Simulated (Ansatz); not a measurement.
# Transmission past a defect: Al wire along [111], 7 atoms a period, Ni in place of one Al

Wanted: the relaxed defect and the transmission past it, beside the channels of the perfect wire.

Program: Ansatz 0.2.0. Level of theory: DFT PBE, plane waves, PAW; relaxation of a wire's period, in the first sound run; inputs show where later runs differ. Results are calculated unless marked as measured.

### Step 1. Set-up

The cell holds 7 atoms: 7 Al. Its edges and angles: a = 9.657 Å, b = 10.099 Å, c = 6.997 Å, α = 90.0°, β = 90.0°, γ = 90.0°. Vacuum lies along a and b. The structure's axis is c.

Coordinates:

```cif
data_structure
_symmetry_space_group_name_H-M 'P 1'
_symmetry_Int_Tables_number 1
_cell_length_a 9.6570
_cell_length_b 10.0990
_cell_length_c 6.9975
_cell_angle_alpha 90.000
_cell_angle_beta 90.000
_cell_angle_gamma 90.000
_cell_volume 682.44
loop_
_atom_site_label
_atom_site_type_symbol
_atom_site_fract_x
_atom_site_fract_y
_atom_site_fract_z
_atom_site_occupancy
Al1 Al 0.49999 0.49998 0.00000 1
Al2 Al 0.35208 0.41832 0.33333 1
Al3 Al 0.49999 0.66330 0.33333 1
Al4 Al 0.64789 0.41832 0.33333 1
Al5 Al 0.35208 0.58164 0.66667 1
Al6 Al 0.49999 0.33667 0.66667 1
Al7 Al 0.64789 0.58164 0.66667 1
```

### Step 2. Relaxing the period

Band widths follow the bond lengths, so the wire is relaxed first. The atoms and the third cell vector are free; the box across stays fixed as vacuum. A Fermi-Dirac smearing is set since the result may be a metal. The pressure printed is a third of the stress's trace over the whole box, vacuum included; only the stress along the axis is relaxed.

The input, input.yaml:

```yaml
crystal:
  lattice:
    - [9.657, 0.0, 0.0]
    - [0.0, 10.099, 0.0]
    - [0.0, 0.0, 6.9974852626]
  atoms:
    - { symbol: Al, position: [0.499985057, 0.499982483, 0.0] }
    - { symbol: Al, position: [0.352076214, 0.41832474, 0.333333333] }
    - { symbol: Al, position: [0.499985057, 0.663297969, 0.333333333] }
    - { symbol: Al, position: [0.6478939, 0.41832474, 0.333333333] }
    - { symbol: Al, position: [0.352076214, 0.581640226, 0.666666667] }
    - { symbol: Al, position: [0.499985057, 0.336666997, 0.666666667] }
    - { symbol: Al, position: [0.6478939, 0.581640226, 0.666666667] }
kpoints:
  mp_grid: { grid: [1, 1, 12] }
scf:
  occupations: { method: fermi_dirac, width: 0.05 }
hamiltonian:
  xc: pbe
relax:
  cell: { fix: [a, b, alpha, beta, gamma] }
  max_steps: 60
```

The run is started by

```sh
$ ansatz run input.yaml --threads 4 --pin off --max-ram 16384MiB --backend cpu --events-out ev --progress --plain --runs-dir out
```

Numbers of over 12 decimals in the logs are rounded to 6 here.

The log of the run:

```text
Engine: ansatz 0.2.0, aarch64-unknown-linux-gnu
Pseudopotentials: kind: paw
Pseudopotential: Al, paw, valence charge 3, recommended cutoff 420 eV (normal), Al.paw.azcp
Functional definition: PBE
  parameter kappa = 0.804
  parameter beta = 0.066725
  exchange = pbe_x(kappa = kappa, mu = beta*pi^2/3)
  correlation = pbe_c(beta = beta)
Crystal: 7 atoms, lattice volume = 682.437 Å³
Basis set: ecut = 420 eV, 13355 PW (Γ), exchange–correlation on 144×144×96 points (8 copies of the dense FFT grid, shifted against one another)
Bands: 18, of which v1, the nominal top of the filled ones, is band 11 counted from 1 (10 counted from 0)
Symmetry: 4 space group operations
Space group: P2/m (ITA 10), of the structure as read, at distance tolerance 8.8e-5 Å
k-points: 7 of 12
Non-local potential: Al, projectors of the file, l = 0: 2, l = 1: 2, l = 2: 1
PAW form: soft (Blöchl's): semilocal exchange-correlation on the pseudo side does not see the compensation charge
PAW one-centre angular grid: Al, 110 points (default); XC on 64 Gauss nodes
Initial density: superposition of atomic densities (neutral atoms: chi_scale 0, normalization atom), corrected by the library's trained network
Initial wavefunctions: pseudopotential atomic-orbital guess
Functional: x = pbe(κ = 0.804, μ = 0.219515), c = pbe(β = 0.066725)
SCF iter   1: F=—  HF=-3755.022472 eV  |F-HF|=—  |Δ(HF+E_count)|=         —  Δρ=2.92e-3  dr2=3.14e-1  ethr=1.77e-3  ⟨swp⟩=9.4  Hψ=943  notcnv=0
preconditioner: auto → LDOS  [insulator: Δε(μ)=0.204 eV  Ē_g=4.752 eV  σ=0.050 eV  W_gap=0.67  n_scr=38 (ndim 8)  ℏωp=6.5 eV  f_vac=0.445  D(μ)=3.15/eV (n_scr^D=10)  ε∞_Penn≈2.9  β→1.0]
SCF iter   2: F=—  HF=-3754.960498 eV  |F-HF|=—  |Δ(HF+E_count)|=   6.20e-2  Δρ=1.63e-3  dr2=5.12e-2  ethr=1.50e-3  ⟨swp⟩=2.7  Hψ=274  notcnv=0  defer=4
SCF iter   3: F=—  HF=-3754.956745 eV  |F-HF|=—  |Δ(HF+E_count)|=   3.75e-3  Δρ=2.28e-4  dr2=1.72e-3  ethr=2.44e-4  ⟨swp⟩=2.1  Hψ=221  notcnv=0  defer=4
SCF iter   4: F=—  HF=-3754.956629 eV  |F-HF|=—  |Δ(HF+E_count)|=   1.16e-4  Δρ=7.52e-5  dr2=1.41e-4  ethr=8.17e-6  ⟨swp⟩=2.0  Hψ=192  notcnv=0  defer=4
SCF iter   5: F=—  HF=-3754.956614 eV  |F-HF|=—  |Δ(HF+E_count)|=   1.50e-5  Δρ=1.94e-5  dr2=4.55e-6  ethr=6.70e-7  ⟨swp⟩=2.0  Hψ=180  notcnv=0  defer=4
SCF iter   6: F=—  HF=-3754.956779 eV  |F-HF|=—  |Δ(HF+E_count)|=   1.65e-4  Δρ=4.28e-6  dr2=2.25e-7  ethr=2.17e-8  ⟨swp⟩=2.0  Hψ=203  notcnv=0  defer=4
SCF iter   7: F=-3754.956780 eV  HF=-3754.956780 eV  |F-HF|=4.49e-9  |Δ(HF+E_count)|=   1.86e-7  Δρ=9.54e-7  dr2=9.99e-9  ethr=4.76e-10  ⟨swp⟩=5.0  Hψ=455  notcnv=0
SCF 1 converged in 7 iterations: F = -3754.956780 eV  dr2 = 9.99e-9
  greatest PAW one-centre occupation: 0.513 electrons in one spin orbital (limit 2), on the Al atom at site 6 (counted from 0), in its partial waves of l = 0
relax step   1: F+E_penalty+E_count = -3754.95677957 eV  Δ(F+E_penalty+E_count) = +0.000e0 eV  max|allowed force component| = 8.413e-1 eV/Å  Δτ_max = 0.0000 Å  P = -1.243 GPa  Ω = 682.437 Å³  fix = [a, b, alpha, beta, gamma]  reactions: a -0.408, b -0.374 GPa; alpha +0.005 GPa/rad  (7 SCF iters, dr2 threshold 1.00e-7 eV, accepted)
Crystal: 7 atoms, lattice volume = 649.006 Å³
Basis set: ecut = 420 eV, 12671 PW (Γ), exchange–correlation on 144×144×96 points (8 copies of the dense FFT grid, shifted against one another)
Initial density: handed on by an earlier stage of this run
Initial wavefunctions: those handed on with the density
iter 1 solved again at ethr=2.47e-3 eV; its pass at ethr=3.10e-3 eV (dr2=5.18e-1 eV) is discarded
SCF iter   1: F=—  HF=-3755.877531 eV  |F-HF|=—  |Δ(HF+E_count)|=         —  Δρ=4.68e-3  dr2=5.32e-1  ethr=2.47e-3  ⟨swp⟩=1.0  Hψ=1052  notcnv=0
preconditioner: auto → LDOS  [insulator: Δε(μ)=0.286 eV  Ē_g=5.086 eV  σ=0.050 eV  W_gap=0.75  n_scr=38 (ndim 8)  ℏωp=6.7 eV  f_vac=0.460  D(μ)=2.78/eV (n_scr^D=4)  ε∞_Penn≈2.7  β→1.0]
SCF iter   2: F=—  HF=-3755.833466 eV  |F-HF|=—  |Δ(HF+E_count)|=   4.41e-2  Δρ=3.87e-3  dr2=4.32e-1  ethr=2.47e-3  ⟨swp⟩=3.0  Hψ=273  notcnv=0
SCF iter   3: F=—  HF=-3755.736118 eV  |F-HF|=—  |Δ(HF+E_count)|=   9.73e-2  Δρ=6.22e-4  dr2=7.74e-3  ethr=2.06e-3  ⟨swp⟩=3.1  Hψ=294  notcnv=0  defer=4
SCF iter   4: F=—  HF=-3755.734404 eV  |F-HF|=—  |Δ(HF+E_count)|=   1.71e-3  Δρ=1.83e-4  dr2=7.48e-4  ethr=3.68e-5  ⟨swp⟩=2.3  Hψ=217  notcnv=0  defer=4
SCF iter   5: F=—  HF=-3755.734299 eV  |F-HF|=—  |Δ(HF+E_count)|=   1.05e-4  Δρ=4.45e-5  dr2=2.18e-5  ethr=3.56e-6  ⟨swp⟩=2.3  Hψ=180  notcnv=0  defer=4
SCF iter   6: F=—  HF=-3755.734357 eV  |F-HF|=—  |Δ(HF+E_count)|=   5.77e-5  Δρ=8.52e-6  dr2=6.43e-7  ethr=3.33e-9  ⟨swp⟩=4.0  Hψ=584  notcnv=0
SCF iter   7: F=-3755.734357 eV  HF=-3755.734357 eV  |F-HF|=1.25e-8  |Δ(HF+E_count)|=   6.34e-7  Δρ=1.29e-6  dr2=1.66e-8  ethr=3.06e-9  ⟨swp⟩=3.0  Hψ=474  notcnv=0
SCF 2 converged in 7 iterations: F = -3755.734357 eV  dr2 = 1.66e-8
  greatest PAW one-centre occupation: 0.506 electrons in one spin orbital (limit 2), on the Al atom at site 6 (counted from 0), in its partial waves of l = 0
relax step   2: F+E_penalty+E_count = -3755.73435721 eV  Δ(F+E_penalty+E_count) = -7.776e-1 eV  max|allowed force component| = 2.589e-1 eV/Å  Δτ_max = 0.1174 Å  P = -0.665 GPa  Ω = 649.006 Å³  energy of the carried Pulay correction = +1.835e-3 eV  fix = [a, b, alpha, beta, gamma]  reactions: a -0.190, b -0.151 GPa; alpha +0.009 GPa/rad  (7 SCF iters, dr2 threshold 7.00e-7 eV, accepted)
Crystal: 7 atoms, lattice volume = 616.121 Å³
Basis set: ecut = 420 eV, 12049 PW (Γ), exchange–correlation on 144×144×96 points (8 copies of the dense FFT grid, shifted against one another)
iter 1 solved again at ethr=7.27e-4 eV; its pass at ethr=3.10e-3 eV (dr2=1.53e-1 eV) is discarded
SCF iter   1: F=—  HF=-3756.110982 eV  |F-HF|=—  |Δ(HF+E_count)|=         —  Δρ=2.41e-3  dr2=1.58e-1  ethr=7.27e-4  ⟨swp⟩=1.1  Hψ=946  notcnv=0
preconditioner: auto → Resta (q_TF=auto, 1.554 Å⁻¹)  ε∞=2.7  [insulator: Δε(μ)=0.457 eV  Ē_g=5.216 eV  σ=0.050 eV  W_gap=0.98  n_scr=38 (ndim 8)  ℏωp=6.9 eV  f_vac=0.466  D(μ)=0.25/eV (n_scr^D=0)  ε∞_Penn≈2.7  vacuum switching on, ρ_ref=2.0e-3 e/Å³]
SCF iter   2: F=—  HF=-3756.066821 eV  |F-HF|=—  |Δ(HF+E_count)|=   4.42e-2  Δρ=7.28e-4  dr2=7.73e-3  ethr=7.27e-4  ⟨swp⟩=2.3  Hψ=225  notcnv=0
SCF iter   3: F=—  HF=-3756.064722 eV  |F-HF|=—  |Δ(HF+E_count)|=   2.10e-3  Δρ=2.61e-4  dr2=7.79e-4  ethr=3.68e-5  ⟨swp⟩=2.6  Hψ=213  notcnv=0
SCF iter   4: F=—  HF=-3756.064630 eV  |F-HF|=—  |Δ(HF+E_count)|=   9.20e-5  Δρ=3.73e-5  dr2=2.01e-5  ethr=3.71e-6  ⟨swp⟩=2.4  Hψ=203  notcnv=0
SCF iter   5: F=—  HF=-3756.064707 eV  |F-HF|=—  |Δ(HF+E_count)|=   7.66e-5  Δρ=7.82e-6  dr2=1.62e-6  ethr=9.56e-8  ⟨swp⟩=2.6  Hψ=211  notcnv=0
SCF iter   6: F=-3756.064707 eV  HF=-3756.064707 eV  |F-HF|=9.88e-8  |Δ(HF+E_count)|=   2.99e-7  Δρ=2.69e-6  dr2=1.57e-7  ethr=3.33e-9  ⟨swp⟩=5.0  Hψ=436  notcnv=0
SCF 3 converged in 6 iterations: F = -3756.064707 eV  dr2 = 1.57e-7
  greatest PAW one-centre occupation: 0.503 electrons in one spin orbital (limit 2), on the Al atom at site 6 (counted from 0), in its partial waves of l = 0
relax step   3: F+E_penalty+E_count = -3756.06470651 eV  Δ(F+E_penalty+E_count) = -3.303e-1 eV  max|allowed force component| = 2.553e-1 eV/Å  Δτ_max = 0.0444 Å  P = -0.221 GPa  Ω = 616.121 Å³  energy of the carried Pulay correction = +3.732e-3 eV  fix = [a, b, alpha, beta, gamma]  reactions: a -0.026, b +0.026 GPa; alpha +0.018 GPa/rad  (6 SCF iters, dr2 threshold 7.00e-7 eV, accepted)
[...]
relax step   4: F+E_penalty+E_count = -3756.05431226 eV  Δ(F+E_penalty+E_count) = +1.039e-2 eV  max|allowed force component| = 1.467e-1 eV/Å  Δτ_max = 0.0772 Å  P = +0.134 GPa  Ω = 582.837 Å³  energy of the carried Pulay correction = +5.753e-3 eV  fix = [a, b, alpha, beta, gamma]  (6 SCF iters, dr2 threshold 7.00e-7 eV, rejected (line search))
[...]
relax step   5: F+E_penalty+E_count = -3756.12654697 eV  Δ(F+E_penalty+E_count) = -6.184e-2 eV  max|allowed force component| = 2.982e-2 eV/Å  Δτ_max = 0.0413 Å  P = -0.053 GPa  Ω = 600.345 Å³  energy of the carried Pulay correction = +4.677e-3 eV  fix = [a, b, alpha, beta, gamma]  reactions: a -0.099, b -0.068 GPa; alpha +0.020 GPa/rad  (8 SCF iters, accepted)
[...]
relax step   6: F+E_penalty+E_count = -3756.12651966 eV  Δ(F+E_penalty+E_count) = +2.732e-5 eV  max|allowed force component| = 3.521e-2 eV/Å  Δτ_max = 0.0100 Å  P = -0.112 GPa  Ω = 600.450 Å³  energy of the carried Pulay correction = +4.670e-3 eV  fix = [a, b, alpha, beta, gamma]  (5 SCF iters, dr2 threshold 5.56e-8 eV, rejected (line search))
[...]
relax step   7: F+E_penalty+E_count = -3756.12702980 eV  Δ(F+E_penalty+E_count) = -4.828e-4 eV  max|allowed force component| = 1.135e-2 eV/Å  Δτ_max = 0.0050 Å  P = -0.077 GPa  Ω = 600.505 Å³  energy of the carried Pulay correction = +4.667e-3 eV  fix = [a, b, alpha, beta, gamma]  reactions: a -0.142, b -0.093 GPa; alpha +0.022 GPa/rad  (7 SCF iters, accepted)
[...]
relax step   8: F+E_penalty+E_count = -3756.12703501 eV  Δ(F+E_penalty+E_count) = -5.206e-6 eV  max|allowed force component| = 4.763e-3 eV/Å  Δτ_max = 0.0032 Å  P = -0.082 GPa  Ω = 600.571 Å³  energy of the carried Pulay correction = +4.663e-3 eV  fix = [a, b, alpha, beta, gamma]  reactions: a -0.142, b -0.105 GPa; alpha +0.010 GPa/rad  (5 SCF iters, dr2 threshold 8.05e-9 eV, accepted)
Basis set: ecut = 420 eV, 11741 PW (Γ), exchange–correlation on 144×144×90 points (8 copies of the dense FFT grid, shifted against one another)
Initial wavefunctions: pseudopotential atomic-orbital guess (no wavefunctions were taken with the density)
iter 1 solved again at ethr=7.08e-7 eV; its pass at ethr=3.10e-3 eV (dr2=1.49e-4 eV) is discarded
SCF iter   1: F=—  HF=-3756.125087 eV  |F-HF|=—  |Δ(HF+E_count)|=         —  Δρ=2.32e-5  dr2=3.00e-7  ethr=7.08e-7  ⟨swp⟩=3.4  Hψ=1344  notcnv=0
eigensolver tolerance schedule: the retry pair's looser diagonalisation over-reported the residual by 495.10 of it (diagonalisation noise at 0.13 of the residual, at the tolerance the schedule requests for it); recorded, not acted on — ethr = c·dr2/N_el stays at c = 1.0e-1
preconditioner: auto → Resta (q_TF=auto, 1.560 Å⁻¹)  ε∞=2.8  [insulator: Δε(μ)=0.459 eV  Ē_g=5.176 eV  σ=0.050 eV  W_gap=0.98  n_scr=38 (ndim 8)  ℏωp=6.9 eV  f_vac=0.468  D(μ)=0.26/eV (n_scr^D=0)  ε∞_Penn≈2.8  vacuum switching on, ρ_ref=1.9e-3 e/Å³]
SCF iter   2: F=—  HF=-3756.125201 eV  |F-HF|=—  |Δ(HF+E_count)|=   1.14e-4  Δρ=1.20e-5  dr2=7.94e-8  ethr=1.43e-9  ⟨swp⟩=3.1  Hψ=279  notcnv=0
SCF iter   3: F=—  HF=-3756.125203 eV  |F-HF|=—  |Δ(HF+E_count)|=   2.14e-6  Δρ=6.99e-7  dr2=2.19e-9  ethr=3.78e-10  ⟨swp⟩=2.0  Hψ=203  notcnv=0
SCF iter   4: F=—  HF=-3756.125203 eV  |F-HF|=—  |Δ(HF+E_count)|=   4.79e-9  Δρ=2.18e-7  dr2=2.37e-10  ethr=1.04e-11  ⟨swp⟩=2.7  Hψ=219  notcnv=0
SCF iter   5: F=-3756.125203 eV  HF=-3756.125203 eV  |F-HF|=9.55e-12  |Δ(HF+E_count)|=  3.65e-10  Δρ=2.66e-8  dr2=1.49e-11  ethr=1.00e-12  ⟨swp⟩=5.1  Hψ=457  notcnv=0
SCF 9 converged in 5 iterations: F = -3756.125203 eV  dr2 = 1.49e-11
relax step   9: F+E_penalty+E_count = -3756.12520288 eV  Δ(F+E_penalty+E_count) = +1.832e-3 eV  max|allowed force component| = 4.820e-3 eV/Å  Δτ_max = 0.0000 Å  P = -0.088 GPa  Ω = 600.571 Å³  fix = [a, b, alpha, beta, gamma]  reactions: a -0.146, b -0.109 GPa; alpha +0.010 GPa/rad  stress off target by 8.95e-3 GPa on what of the cell is left free  SCF on the basis re-selected at this cell (its energy is not comparable with the rows above)  (5 SCF iters)
basis re-selected at this cell: Δ(F+E_penalty+E_count) = +1.832e-3 eV, ΔP = -0.006 GPa vs the last step (what re-selecting the basis moved, of the pressure what is left beyond the Pulay correction that the steps carried, after the strain that the cell walked since its last selection, with what the two solves' SCF thresholds leave and, on support functions, any second-order correction that the steps lacked; it is no measure of the basis error at this ecutwfc). The dense FFT grid was sized anew with the basis: this SCF ran on 72×72×45 points, the steps before it on 72×72×48, so part of this shift can come from that change (see relax.cell in the input reference). [rest of the remark cut]
SCF converged after 5 iterations
Free energy (F): -3756.125203 eV
Harris-Foulkes:  -3756.125203 eV  (|F-HF|=9.55e-12)
Internal energy: -3756.121381 eV  (E = F + TS)
E sigma→0 (E₀):  -3756.123292 eV
Entropy (-TS):   -0.003822 eV (-0.546 meV/atom)
Fermi energy:    -1.659982 eV
--- Per-component energies (eV) ---
  E_band       = -107.889771
  E_kinetic    = 139.432592
  E_local      = -881.085815  (includes V_loc(G=0)·N_el)
  E_nonlocal   = 77.559009
  E_hartree    = 383.259217
  E_xc         = -264.714458
  E_vxc        = -184.268242  (∫ρ·V_xc dr)
  E_paw        = -3271.670039  (= ΣΔE_a)
  E_vpaw       = -26.045695  (= ΣTr[D̂ρ^β])
  E_aug_tail   = -0.000015  (compensation charges beyond the density's cutoff)
  E_ewald      = 61.098128
  E_smearing   = -0.003822  (= −TS)
  E_closure    = 0.000000  (closes the sum)
  Σ components = -3756.125203   (vs F -3756.125203, Δ=0.00e0)
--- Forces (eV/Å), atoms counted from 1 ---
  atom   1  Al     0.00000000     0.00000000     0.00000000
  atom   2  Al    -0.00187638     0.00275610    -0.00225652
  atom   3  Al     0.00000000    -0.00088033     0.00482026
  atom   4  Al     0.00187638     0.00275610    -0.00225652
  atom   5  Al    -0.00187638    -0.00275610     0.00225652
  atom   6  Al     0.00000000     0.00088033    -0.00482026
  atom   7  Al     0.00187638    -0.00275610     0.00225652
  max |Σ_I F_I| component: 4.34e-19 eV/Å
--- Stress (GPa, compression-positive) ---
       -0.145630       0.000000       0.000000
        0.000000      -0.108868      -0.010175
        0.000000      -0.010175      -0.008945
  P = ⅓ Tr σ = -0.0878 GPa (-0.878 kbar)
--- Relaxed structure (8 steps of the walk, 6 accepted, 1 SCFs on fresh bases) ---
  F+E_penalty+E_count = -3756.12520288 eV   max|allowed force component| = 4.820e-3 eV/Å   (the final SCF, on the basis selected at the relaxed cell)
  cell:  # Å, volume = 600.5705 Å³
    - [9.657, 0.0, 0.0]
    - [0.0, 10.099, 0]
    - [0.0, 0, 6.158053]
  atoms:
    - { symbol: Al, position: [0.499985, 0.499982483, 0.0] }
    - { symbol: Al, position: [0.352161, 0.418487, 0.338357] }
    - { symbol: Al, position: [0.499985, 0.663180, 0.338723] }
    - { symbol: Al, position: [0.647809, 0.418487, 0.338357] }
    - { symbol: Al, position: [0.352161, 0.581478, 0.661643] }
    - { symbol: Al, position: [0.499985, 0.336785, 0.661277] }
    - { symbol: Al, position: [0.647809, 0.581478, 0.661643] }
```

Wall time 16 s (4 threads of Arm Neoverse V1, shared host); peak memory 0.84 GiB; 61 s of CPU time.

Relaxation path:

```csv
step,energy less that of the first step (eV),largest force component (eV/Å),pressure (GPa),volume (Å³)
1,0.0000,0.8413,-1.24,682.44
2,-0.7776,0.2589,-0.67,649.01
3,-1.1079,0.2553,-0.22,616.12
4,-1.0975,0.1467,0.13,582.84
5,-1.1698,0.0298,-0.05,600.34
6,-1.1697,0.0352,-0.11,600.45
7,-1.1703,0.0113,-0.08,600.50
8,-1.1703,0.0048,-0.08,600.57
9*,-1.1684,0.0048,-0.09,600.57
```

Relaxation steps marked * repeat the geometry before them on a plane-wave basis chosen anew for their cell, so energy and pressure can jump there. Relaxation steps 4, 6 were tried and not accepted.

Forces are held to the 4 operations that the run works with; a distortion that breaks them can't arise in this run.

```csv
cell as run,before,after,change
c (Å),6.997,6.158,-12.0 %
```

The atoms that moved most (Å, along periodic axes as changes of fractional coordinates times the final cell, across vacuum about the mean position):

```csv
atom,dx,dy,dz,length
Al6,0.000,0.001,-0.033,0.033
Al3,0.000,-0.001,0.033,0.033
Al4,-0.001,0.002,0.031,0.031
Al2,0.001,0.002,0.031,0.031
Al7,-0.001,-0.002,-0.031,0.031
Al5,0.001,-0.002,-0.031,0.031
```

Final coordinates:

```cif
data_structure
_symmetry_space_group_name_H-M 'P 1'
_symmetry_Int_Tables_number 1
_cell_length_a 9.6570
_cell_length_b 10.0990
_cell_length_c 6.1581
_cell_angle_alpha 90.000
_cell_angle_beta 90.000
_cell_angle_gamma 90.000
_cell_volume 600.57
loop_
_atom_site_label
_atom_site_type_symbol
_atom_site_fract_x
_atom_site_fract_y
_atom_site_fract_z
_atom_site_occupancy
Al1 Al 0.49999 0.49998 0.00000 1
Al2 Al 0.35216 0.41849 0.33836 1
Al3 Al 0.49999 0.66318 0.33872 1
Al4 Al 0.64781 0.41849 0.33836 1
Al5 Al 0.35216 0.58148 0.66164 1
Al6 Al 0.49999 0.33678 0.66128 1
Al7 Al 0.64781 0.58148 0.66164 1
```

This step gave:

```
energy at zero smearing    : -3756.1233 eV
cell length along the wire : 6.158 Å
```

The cell's length comes to 6.158 Å with spin left out.

(Continued in part 2 of 3.)

[Logs are printed without paths, hosts, clocks, repeated set-up lines and the standing remarks that a program may print on its own settings, such as how far it seeks lower states.]

[Hosts, paths, dates, database ids (printed as entryN), source tags and the programs' standing remarks are cut or masked in the printed files.]
